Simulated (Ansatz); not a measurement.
## AgBr, space group Fm-3m: a comparison of functionals at one structure, step by step

With Ansatz 0.2.0 through its Python package.

Typed at the interpreter:
```pycon
>>> import csv
>>> import ansatz
>>> KMESH = (3, 3, 3)
>>> SMEARING = "fixed"
>>> MAX_ITERATIONS = 100
>>> lattice = ansatz.Lattice.of(
...     [0.0, 2.87015, 2.87015],
...     [2.87015, 0.0, 2.87015],
...     [2.87015, 2.87015, 0.0],
... )
>>> sites = [
...     ("Ag", [0.0, 0.0, 0.0]),
...     ("Br", [0.5, 0.5, 0.5]),
... ]
>>> cell = ansatz.Crystal(lattice=lattice)
>>> for symbol, position in sites:
...     cell = cell.atom(symbol, position)
...
>>> len(cell.resolved().sites)
2
>>> calculation = (
...     cell.calculation()
...     .kpoints(*KMESH, center="monkhorst-pack")
...     .occupations(SMEARING)
...     .scf(max_iterations=MAX_ITERATIONS)
...     .forces()
...     .stress()  # GPa
... )
>>> rows = []
>>> for value in ["lda", "blyp", "pbe"]:
...     summary = calculation.functional(value).run().report
...     rows.append((value, summary["free_energy_ev"] / len(summary["lattice"]["sites"]), summary["n_iterations"], sum(summary["stress_gpa"][i][i] for i in range(3)) / 3, max(abs(f) for row in summary["forces_ev_ang"] for f in row), summary["n_kpoints"]))
...
DeckWarning: basis.ecutwfc = 420 eV, auto-derived from the records' recommended cutoffs: set by Ag (normal level)
>>> with open("xc.csv", "w", newline="") as handle:
...     writer = csv.writer(handle)
...     writer.writerow(["functional", "F/atom (eV)", "iterations", "P (GPa)", "max component (eV/A)", "k-points"])
...     writer.writerows([round(v, 5) if isinstance(v, float) else v for v in row] for row in rows)
...
73
>>> print(open("xc.csv").read())
functional,F/atom (eV),iterations,P (GPa),max component (eV/A),k-points
lda,-5076.14887,6,-3.30097,0.0,4
blyp,-5200.54962,6,6.90776,0.0,4
pbe,-5187.12171,6,3.18912,0.0,4
```

From lowest to highest: LDA (-3.3 GPa), PBE (3.2 GPa) and BLYP (6.9 GPa). At a fixed cell a lower pressure usually means a smaller equilibrium volume, so LDA prefers the smallest cell and BLYP the largest. Gaps by band count in the reports: LDA 0.73 eV, BLYP 1.07 eV and PBE 1.03 eV (Kohn-Sham values on this mesh, as a rule under measured gaps).

What to keep in mind:
- Energy and stress may still move on a finer k-point mesh.
- Forces vanish by symmetry here and test nothing.
- Of the deposited cell: the entry's cell lengths or inner coordinates differ somewhat from later room-temperature determinations.
- Pressure is positive in compression.
- The starting cell is as deposited in a crystallographic database; the results hold for this polymorph, which needn't be the stable one.
- Warnings are shown shortened and without file and line.
- Total energies of different functionals can't be compared; pressures, moments and gaps at this one structure can.
- Run time: 1.9 s on 1 thread of Arm Neoverse V2 (shared host), peak memory 0.33 GiB.

(Lines on the test bed's own set-up are left out of the output.)
